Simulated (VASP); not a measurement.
Runs of VASP 6.6.1 on TiO2. All rows change the cell; the cell of one of them follows. The structure is tetragonal, space group I4/mmm (No. 139). Conventional cell: a = 3.390 Å, b = 3.390 Å, c = 5.047 Å, α = 90.00°, β = 90.00°, γ = 90.00°. Ti (site symmetry 4/mmm) has 8 O at 2.11 Å as nearest neighbours. O (site symmetry -4m2) has 4 Ti at 2.11 Å and 4 O at 2.40 Å as nearest neighbours. The cell was built by a generator and needn't be a form met in nature.

```csv
level,cell,k mesh,smearing,exchange at q = 0,grid for exact exchange (PRECFOCK),screening parameter,gap on the mesh (eV),pressure (GPa)
PBE,uniaxial_x strain +5.3%,10 × 10 × 10,fermi-dirac 0.02 eV,-,-,-,0.74,(b)
PBE,hydrostatic strain -2.6%,10 × 10 × 10,fermi-dirac 0.02 eV,-,-,-,(a),32.2
HSE06,hydrostatic strain -2.6%,6 × 6 × 6,gaussian 0.01 eV,truncated,Normal,0.2079 1/A,(c),22.4
r2SCAN,biaxial_xy strain -2.9%,10 × 10 × 10,gaussian 0.01 eV,-,-,-,1.39,20.3
```

Alike in all rows: task single point; potentials or basis VASP PAW PBE potentials, release 64 (Ti_sv, O); no spin polarisation; cutoff (eV) 520.

Question: Fill in the values left out.

Answer: (a) 1.19; (b) -5.8; (c) 2.70.

Caveats: so large a pressure means that the cell lies far from this level's equilibrium, or that cutoff or potentials fall short (some runs); the potentials were made for another functional, which shifts forces and pressure (some runs).

A k mesh can miss the band edges.
